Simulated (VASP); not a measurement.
# HfC (Fm-3m) in VASP: further runs

The runs below take HfC through single point, with LDA.

All numbers are computed with VASP 6.6.1; they aren't measurements. Logs are shortened: lines on timing, memory, paths and dates and some standing lists are left out, and cuts for length are marked.

### Step 1. The structure

Symmetry: Fm-3m, No. 225, cubic system. The conventional cell has a = 4.650 Å, b = 4.650 Å, c = 4.650 Å, α = 90.00°, β = 90.00°, γ = 90.00°. Hf (site symmetry m-3m) has 6 C at 2.33 Å as nearest neighbours. C (site symmetry m-3m) has 6 Hf at 2.33 Å as nearest neighbours.

### Step 2. Single point, LDA

The input, INCAR:

```
PREC = Accurate
ENCUT = 450
EDIFF = 1E-7
ISMEAR = -1
SIGMA = 0.15
LREAL = F
LASPH = F
NELM = 100
ALGO = Normal
ISIF = 2
LWAVE = F
LCHARG = F
ADDGRID = F
```

The input, KPOINTS:

```
Automatic mesh
0
Gamma
  13 13 13
```

The input, POSCAR:

```
HfC
1.0
    0.0000000000      2.3250000000      2.3250000000
    2.3250000000      0.0000000000      2.3250000000
    2.3250000000      2.3250000000      0.0000000000
Hf C
1 1
Direct
    0.5000000000      0.5000000000      0.5000000000
    0.0000000000      0.0000000000      0.0000000000
```

Potentials or basis: VASP PAW LDA potentials, release 64 (Hf, C).

On the command line:

```bash
cat potpaw_LDA.64/Hf/POTCAR potpaw_LDA.64/C/POTCAR > POTCAR
mpirun -np 1 vasp_std > vasp.out
```

OUTCAR:

```text
PREC = Accurate
   ENCUT = 450
   EDIFF = 1E-7
   ISMEAR = -1
   LREAL = F
   LASPH = F
   NELM = 100
   ISIF = 2

 Found     84 irreducible k-points:

 Following reciprocal coordinates:
            Coordinates               Weight
  0.000000  0.000000  0.000000      1.000000
  0.076923  0.000000  0.000000      8.000000
  0.153846  0.000000  0.000000      8.000000
  0.230769  0.000000  0.000000      8.000000
  0.307692  0.000000  0.000000      8.000000
  0.384615  0.000000  0.000000      8.000000
   k-points           NKPTS =     84   k-points in BZ     NKDIM =     84   number of bands    NBANDS=      8
   number of dos      NEDOS =    301   number of ions     NIONS =      2
   total plane-waves  NPLWV =  13824
   dimension x,y,z NGX =    24 NGY =   24 NGZ =   24
   dimension x,y,z NGXF=    48 NGYF=   48 NGZF=   48
   ions per type =               1   1
   NGX,Y,Z   is equivalent  to a cutoff of  12.13, 12.13, 12.13 a.u.
   NGXF,Y,Z  is equivalent  to a cutoff of  24.27, 24.27, 24.27 a.u.
 SYSTEM =  unknown system
   PREC   = accura    normal or accurate (medium, high low for compatibility)
   ISTART =      0    job   : 0-new  1-cont  2-samecut
   ICHARG =      2    charge: 1-file 2-atom 10-const
   ISPIN  =      1    spin polarized calculation?
   LNONCOLLINEAR =      F non collinear calculations
   LSORBIT =      F    spin-orbit coupling
   LASPH  =      F    aspherical Exc in radial PAW
   ENCUT  =  450.0 eV  33.07 Ry    5.75 a.u.   5.69  5.69  5.69*2*pi/ulx,y,z
   NELM   =    100;   NELMIN=  2; NELMDL= -5     # of ELM steps
   EDIFF  = 0.1E-06   stopping-criterion for ELM
   LREAL  =      F    real-space projection
   EDIFFG = 0.1E-05   stopping-criterion for IOM
   NSW    =      0    number of steps for IOM
   IBRION =     -1    ionic relax: 0-MD 1-quasi-New 2-CG
   NFREE  =      0    steps in history (QN), initial steepest desc. (CG)
   ISIF   =      2    stress and relaxation
   ISYM   =      2    0-nonsym 1-usesym 2-fastsym
   POTIM  = 0.5000    time-step for ionic-motion
   TEBEG  =    0.0;   TEEND  =   0.0 temperature during run
   PSTRESS=    0.0 pullay stress
   NELECT =       8.0000    total number of electrons
   NUPDOWN=      -1.0000    fix difference up-down
   EMIN   =  10.00;   EMAX   =-10.00  energy-range for DOS
   EFERMI =   0.00;   METHOD = LEGACY
   ISMEAR =    -1;   SIGMA  =   0.15  broadening in eV -4-tet -1-fermi 0-gaus
   EFERMI_NEDOS =   21; number of points for ismear=-14 and -15
   IALGO  =     38    algorithm
   IMIX   =      4    mixing-type and parameters
     AMIX     =   0.40;   BMIX     =  1.00
     AMIX_MAG =   1.60;   BMIX_MAG =  1.00
  volume/ion in A,a.u.               =      12.57        84.81
  Fermi-wavevector in a.u.,A,eV,Ry     =   1.117734  2.112211 16.998163  1.249330
  Thomas-Fermi vector in A             =   2.254359
   LORBIT       =      0    0 simple, 1 ext, 2 COOP (PROOUT), +10 PAW based schemes
   GGA     = CA    functional components
   LHFCALC =     F    Hartree Fock is set to
   AEXX    =    0.0000 exact exchange contribution
   IVDW    =     0    specifies the selected vdW correction
   LEPSILON=     F    determine dielectric tensor
   LRPA    =     F    only Hartree local field effects (RPA)
 non-spin polarized calculation
  energy-cutoff  :      450.00
  volume of cell :       25.14
 maximum number of plane-waves:       556
   NGX = 11   NGY = 11   NGZ = 11

 number of electron       8.0000000 magnetization

 Free energy of the ion-electron system (eV)
  ---------------------------------------------------
  ext. energy  EPLUGINS =         0.00000000
  ---------------------------------------------------
  free energy    TOTEN  =       -22.93829882 eV

  energy without entropy =      -22.91537486  energy(sigma->0) =      -22.92683684

 E-fermi :   6.2080     XC(G=0): -12.1985

 val. band max:        6.1358468187   @ k =   0.4615   0.4615   0.0000
 cond. band min:       6.2355688246   @ k =   0.0769   0.0000   0.0000
 fundamental gap:      0.0997220059
 Fermi energy:         6.2080477298

 k-point     1 :       0.0000    0.0000    0.0000
  band No.  band energies     occupation
      1      -5.9184      2.00000
      2       7.2400      0.00206
      3       7.2400      0.00206
      4       7.2400      0.00206
      5       7.5245      0.00031
      6       7.5245      0.00031
      7       7.5245      0.00031
      8       9.5440      0.00000

 k-point     2 :       0.0769    0.0000    0.0000
  band No.  band energies     occupation
      1      -5.7774      2.00000
      2       6.2356      0.90852
      3       6.5285      0.21117
      4       6.5285      0.21117
      5       7.8212      0.00004
      6       7.8212      0.00004
      7       8.1718      0.00000
      8      10.2663      0.00000

 k-point     3 :       0.1538    0.0000    0.0000
  band No.  band energies     occupation
      1      -5.3681      2.00000
      2       4.9089      1.99965
      3       5.5386      1.97721
      4       5.5386      1.97721
      5       8.2874      0.00000
      6       8.2874      0.00000
      7       8.6431      0.00000
      8      11.6898      0.00000

 k-point     4 :       0.2308    0.0000    0.0000
  band No.  band energies     occupation
      1      -4.7312      2.00000
      2       3.5489      2.00000
      3       4.6591      1.99993
      4       4.6591      1.99993
      5       8.9752      0.00000
      6       8.9752      0.00000
      7       9.0614      0.00000
      8      13.2975      0.00000

 k-point     5 :       0.3077    0.0000    0.0000
  band No.  band energies     occupation
      1      -3.9311      2.00000
      2       2.2546      2.00000
      3       3.9709      2.00000
      4       3.9709      2.00000
      5       9.6362      0.00000
      6       9.8348      0.00000
      7       9.8348      0.00000
      8      14.9045      0.00000

 k-point     6 :       0.3846    0.0000    0.0000
  band No.  band energies     occupation
      1      -3.0636      2.00000
      2       1.0960      2.00000
      3       3.5021      2.00000
      4       3.5021      2.00000
      5      10.4767      0.00000
      6      10.7201      0.00000
      7      10.7201      0.00000
      8      14.5785      0.00000

 [... further k-points ...]

------------------------ aborting loop because EDIFF is reached ----------------------------------------

  FORCE on cell =-STRESS in cart. coord.  units (eV):
  Direction    XX          YY          ZZ          XY          YZ          ZX
  --------------------------------------------------------------------------------------
  -------------------------------------------------------------------------------------
  Total       -1.8436597     -1.8436597     -1.8436597      0.0000000      0.0000000     -0.0000000
  in kB     -117.5147738   -117.5147738   -117.5147738      0.0000000      0.0000000     -0.0000000
  external PRESSURE =    -117.5147738 kB  Pullay stress =       0.0000000 kB

 VOLUME and BASIS-vectors are now :
 -----------------------------------------------------------------------------
  energy-cutoff  :      450.00
  volume of cell :       25.14
      direct lattice vectors                 reciprocal lattice vectors
     0.000000000  2.325000000  2.325000000    -0.215053763  0.215053763  0.215053763
     2.325000000  0.000000000  2.325000000     0.215053763 -0.215053763  0.215053763
     2.325000000  2.325000000  0.000000000     0.215053763  0.215053763 -0.215053763

 POSITION                                       TOTAL-FORCE (eV/Angst)
 -----------------------------------------------------------------------------------
      2.32500      2.32500      2.32500         0.000000      0.000000      0.000000
      0.00000      0.00000      0.00000        -0.000000     -0.000000     -0.000000
 -----------------------------------------------------------------------------------
    total drift:                                0.000000     -0.000000     -0.000000

  FREE ENERGIE OF THE ION-ELECTRON SYSTEM (eV)
  ---------------------------------------------------
  free  energy   TOTEN  =       -22.9382988191 eV

  energy  without entropy=      -22.9153748574  energy(sigma->0) =      -22.92683684
```

Run time: 33 s. Hardware: 1 thread of AMD EPYC, shared host; peak memory 0.11 GiB.

These settings aren't checked as converged: the numbers below hold their error.

What came out:

- Free energy: -22.9383 eV
- Band gap on the k mesh: none (metal or under the smearing width)

Caveat: the cutoff is under 1.25 times the usual one of these potentials, so pressure, stress and relaxed cells hold a basis-set (Pulay) error.

### Step 3. Single point, LDA

The input, INCAR:

```
PREC = Normal
ENCUT = 450
EDIFF = 1E-4
ISMEAR = -1
SIGMA = 0.15
LREAL = Auto
LASPH = T
NELM = 100
ALGO = Normal
ISIF = 2
LWAVE = F
LCHARG = F
ADDGRID = F
```

KPOINTS is that of step 2.

POSCAR is that of step 2.

Potentials or basis: VASP PAW LDA potentials, release 64 (Hf, C).

On the command line:

```bash
cat potpaw_LDA.64/Hf/POTCAR potpaw_LDA.64/C/POTCAR > POTCAR
mpirun -np 1 vasp_std > vasp.out
```

OUTCAR:

```text
PREC = Normal
   ENCUT = 450
   EDIFF = 1E-4
   ISMEAR = -1
   LREAL = Auto
   LASPH = T
   NELM = 100
   ISIF = 2

 Found     84 irreducible k-points:

 Following reciprocal coordinates:
            Coordinates               Weight
  0.000000  0.000000  0.000000      1.000000
  0.076923  0.000000  0.000000      8.000000
  0.153846  0.000000  0.000000      8.000000
  0.230769  0.000000  0.000000      8.000000
  0.307692  0.000000  0.000000      8.000000
  0.384615  0.000000  0.000000      8.000000
   k-points           NKPTS =     84   k-points in BZ     NKDIM =     84   number of bands    NBANDS=      8
   number of dos      NEDOS =    301   number of ions     NIONS =      2
   total plane-waves  NPLWV =   5832
   dimension x,y,z NGX =    18 NGY =   18 NGZ =   18
   dimension x,y,z NGXF=    36 NGYF=   36 NGZF=   36
   ions per type =               1   1
   NGX,Y,Z   is equivalent  to a cutoff of   9.10,  9.10,  9.10 a.u.
   NGXF,Y,Z  is equivalent  to a cutoff of  18.20, 18.20, 18.20 a.u.
 SYSTEM =  unknown system
   PREC   = normal    normal or accurate (medium, high low for compatibility)
   ISTART =      0    job   : 0-new  1-cont  2-samecut
   ICHARG =      2    charge: 1-file 2-atom 10-const
   ISPIN  =      1    spin polarized calculation?
   LNONCOLLINEAR =      F non collinear calculations
   LSORBIT =      F    spin-orbit coupling
   LASPH  =      T    aspherical Exc in radial PAW
   ENCUT  =  450.0 eV  33.07 Ry    5.75 a.u.   5.69  5.69  5.69*2*pi/ulx,y,z
   NELM   =    100;   NELMIN=  2; NELMDL= -5     # of ELM steps
   EDIFF  = 0.1E-03   stopping-criterion for ELM
   LREAL  =      T    real-space projection
   EDIFFG = 0.1E-02   stopping-criterion for IOM
   NSW    =      0    number of steps for IOM
   IBRION =     -1    ionic relax: 0-MD 1-quasi-New 2-CG
   NFREE  =      0    steps in history (QN), initial steepest desc. (CG)
   ISIF   =      2    stress and relaxation
   ISYM   =      2    0-nonsym 1-usesym 2-fastsym
   POTIM  = 0.5000    time-step for ionic-motion
   TEBEG  =    0.0;   TEEND  =   0.0 temperature during run
   PSTRESS=    0.0 pullay stress
   NELECT =       8.0000    total number of electrons
   NUPDOWN=      -1.0000    fix difference up-down
   EMIN   =  10.00;   EMAX   =-10.00  energy-range for DOS
   EFERMI =   0.00;   METHOD = LEGACY
   ISMEAR =    -1;   SIGMA  =   0.15  broadening in eV -4-tet -1-fermi 0-gaus
   EFERMI_NEDOS =   21; number of points for ismear=-14 and -15
   IALGO  =     38    algorithm
   IMIX   =      4    mixing-type and parameters
     AMIX     =   0.40;   BMIX     =  1.00
     AMIX_MAG =   1.60;   BMIX_MAG =  1.00
  volume/ion in A,a.u.               =      12.57        84.81
  Fermi-wavevector in a.u.,A,eV,Ry     =   1.117734  2.112211 16.998163  1.249330
  Thomas-Fermi vector in A             =   2.254359
   LORBIT       =      0    0 simple, 1 ext, 2 COOP (PROOUT), +10 PAW based schemes
   GGA     = CA    functional components
   LHFCALC =     F    Hartree Fock is set to
   AEXX    =    0.0000 exact exchange contribution
   IVDW    =     0    specifies the selected vdW correction
   LEPSILON=     F    determine dielectric tensor
   LRPA    =     F    only Hartree local field effects (RPA)
 non-spin polarized calculation
  energy-cutoff  :      450.00
  volume of cell :       25.14
 maximum number of plane-waves:       556
   NGX = 11   NGY = 11   NGZ = 11

 number of electron       8.0000002 magnetization

 Free energy of the ion-electron system (eV)
  ---------------------------------------------------
  ext. energy  EPLUGINS =         0.00000000
  ---------------------------------------------------
  free energy    TOTEN  =       -22.93935786 eV

  energy without entropy =      -22.91643182  energy(sigma->0) =      -22.92789484

 E-fermi :   6.2084     XC(G=0): -12.1986

 val. band max:        6.1363031319   @ k =   0.4615   0.4615   0.0000
 cond. band min:       6.2358664336   @ k =   0.0769   0.0000   0.0000
 fundamental gap:      0.0995633017
 Fermi energy:         6.2083532198

 k-point     1 :       0.0000    0.0000    0.0000
  band No.  band energies     occupation
      1      -5.9182      2.00000
      2       7.2405      0.00205
      3       7.2406      0.00205
      4       7.2406      0.00205
      5       7.5244      0.00031
      6       7.5244      0.00031
      7       7.5244      0.00031
      8       9.5438      0.00000

 k-point     2 :       0.0769    0.0000    0.0000
  band No.  band energies     occupation
      1      -5.7771      2.00000
      2       6.2359      0.90855
      3       6.5289      0.21112
      4       6.5289      0.21109
      5       7.8212      0.00004
      6       7.8212      0.00004
      7       8.1720      0.00000
      8      10.2662      0.00000

 k-point     3 :       0.1538    0.0000    0.0000
  band No.  band energies     occupation
      1      -5.3679      2.00000
      2       4.9091      1.99965
      3       5.5388      1.97722
      4       5.5389      1.97721
      5       8.2873      0.00000
      6       8.2873      0.00000
      7       8.6432      0.00000
      8      11.6898      0.00000

 k-point     4 :       0.2308    0.0000    0.0000
  band No.  band energies     occupation
      1      -4.7310      2.00000
      2       3.5491      2.00000
      3       4.6593      1.99993
      4       4.6593      1.99993
      5       8.9751      0.00000
      6       8.9751      0.00000
      7       9.0615      0.00000
      8      13.2976      0.00000

 k-point     5 :       0.3077    0.0000    0.0000
  band No.  band energies     occupation
      1      -3.9309      2.00000
      2       2.2548      2.00000
      3       3.9711      2.00000
      4       3.9711      2.00000
      5       9.6363      0.00000
      6       9.8347      0.00000
      7       9.8347      0.00000
      8      14.9046      0.00000

 k-point     6 :       0.3846    0.0000    0.0000
  band No.  band energies     occupation
      1      -3.0634      2.00000
      2       1.0961      2.00000
      3       3.5023      2.00000
      4       3.5023      2.00000
      5      10.4768      0.00000
      6      10.7200      0.00000
      7      10.7200      0.00000
      8      14.5787      0.00000

 [... further k-points ...]

------------------------ aborting loop because EDIFF is reached ----------------------------------------

  FORCE on cell =-STRESS in cart. coord.  units (eV):
  Direction    XX          YY          ZZ          XY          YZ          ZX
  --------------------------------------------------------------------------------------
  -------------------------------------------------------------------------------------
  Total       -1.8674298     -1.8674298     -1.8674298      0.0000000      0.0000000      0.0000000
  in kB     -119.0298799   -119.0298799   -119.0298799      0.0000000      0.0000000      0.0000000
  external PRESSURE =    -119.0298799 kB  Pullay stress =       0.0000000 kB

 VOLUME and BASIS-vectors are now :
 -----------------------------------------------------------------------------
  energy-cutoff  :      450.00
  volume of cell :       25.14
      direct lattice vectors                 reciprocal lattice vectors
     0.000000000  2.325000000  2.325000000    -0.215053763  0.215053763  0.215053763
     2.325000000  0.000000000  2.325000000     0.215053763 -0.215053763  0.215053763
     2.325000000  2.325000000  0.000000000     0.215053763  0.215053763 -0.215053763

 POSITION                                       TOTAL-FORCE (eV/Angst)
 -----------------------------------------------------------------------------------
      2.32500      2.32500      2.32500         0.000000     -0.000000      0.000000
      0.00000      0.00000      0.00000        -0.000000      0.000000     -0.000000
 -----------------------------------------------------------------------------------
    total drift:                               -0.000000      0.000000      0.000000

  FREE ENERGIE OF THE ION-ELECTRON SYSTEM (eV)
  ---------------------------------------------------
  free  energy   TOTEN  =       -22.9393578576 eV

  energy  without entropy=      -22.9164318172  energy(sigma->0) =      -22.92789484
```

OSZICAR:

```text
N       E                     dE             d eps       ncg     rms          rms(c)
DAV:   1    -0.176091254302E+01   -0.17609E+01   -0.36021E+03  1344   0.792E+02
DAV:   2    -0.256825373737E+02   -0.23922E+02   -0.23286E+02  2056   0.961E+01
DAV:   3    -0.261588919939E+02   -0.47635E+00   -0.47126E+00  1736   0.174E+01
DAV:   4    -0.261608373673E+02   -0.19454E-02   -0.19454E-02  2208   0.105E+00
DAV:   5    -0.261608379588E+02   -0.59144E-06   -0.59139E-06  1696   0.138E-02    0.196E+01
DAV:   6    -0.231569908738E+02    0.30038E+01   -0.25987E+01  1392   0.240E+01    0.100E+01
DAV:   7    -0.230038565723E+02    0.15313E+00   -0.68792E-01  1472   0.556E+00    0.541E+00
DAV:   8    -0.229410072511E+02    0.62849E-01   -0.62680E-02  1656   0.219E+00    0.272E-01
DAV:   9    -0.229394856947E+02    0.15216E-02   -0.61723E-03  1848   0.370E-01    0.186E-01
DAV:  10    -0.229393663460E+02    0.11935E-03   -0.28787E-04  1456   0.109E-01    0.497E-02
DAV:  11    -0.229393578576E+02    0.84884E-05   -0.28441E-05   808   0.350E-02
   1 F= -.22939358E+02 E0= -.22927895E+02  d E =-.229260E-01
```

It took 24 s on 1 thread of AMD EPYC, shared host; peak memory 0.09 GiB.

The run converged, but some of its settings lie outside the range that counts as converged, so its numbers aren't taken as properties of the crystal.

What came out:

| Item | Value |
| --- | --- |
| Free energy | -22.9394 eV |
| Band gap on the k mesh | none (metal or under the smearing width) |

Caveat: the cutoff is under 1.25 times the usual one of these potentials, so pressure, stress and relaxed cells hold a basis-set (Pulay) error.

### Step 4. Single point, LDA

The input, INCAR:

```
PREC = Accurate
ENCUT = 700
EDIFF = 1E-7
ISMEAR = -1
SIGMA = 0.15
LREAL = F
LASPH = T
NELM = 100
ALGO = Normal
ISIF = 2
LWAVE = F
LCHARG = F
ADDGRID = F
```

The input, KPOINTS:

```
Automatic mesh
0
Gamma
  11 11 11
```

POSCAR is that of step 3.

On the command line:

```bash
cat potpaw_LDA.64/Hf/POTCAR potpaw_LDA.64/C/POTCAR > POTCAR
mpirun -np 1 vasp_std > vasp.out
```

Wall time 35 s (1 thread of AMD EPYC, shared host); peak memory 0.13 GiB.

The run converged, but some of its settings lie outside the range that counts as converged, so its numbers aren't taken as properties of the crystal.

Results:

```
Free energy            : -22.9386 eV
Pressure               : -11.7 GPa
Band gap on the k mesh : none (metal or under the smearing width)
```

### Step 5. Single point, LDA

Edit INCAR of step 4 so:

```diff
@@ -1,3 +1,3 @@
 PREC = Accurate
-ENCUT = 700
+ENCUT = 400
 EDIFF = 1E-7
```

The input, KPOINTS:

```
Automatic mesh
0
Gamma
  15 15 15
```

POSCAR is that of step 4.

On the command line:

```bash
cat potpaw_LDA.64/Hf/POTCAR potpaw_LDA.64/C/POTCAR > POTCAR
mpirun -np 1 vasp_std > vasp.out
```

Wall time 41 s (1 thread of AMD EPYC, shared host); peak memory 0.11 GiB.

The run converged, but some of its settings lie outside the range that counts as converged, so its numbers aren't taken as properties of the crystal.

Results:

```yaml
Free_energy: -22.9433 eV
Band_gap_on_the_k_mesh: none (metal or under the smearing width)
```

Caveat: the cutoff is under 1.25 times the usual one of these potentials, so pressure, stress and relaxed cells hold a basis-set (Pulay) error.

(Continued in part 2 of 2.)
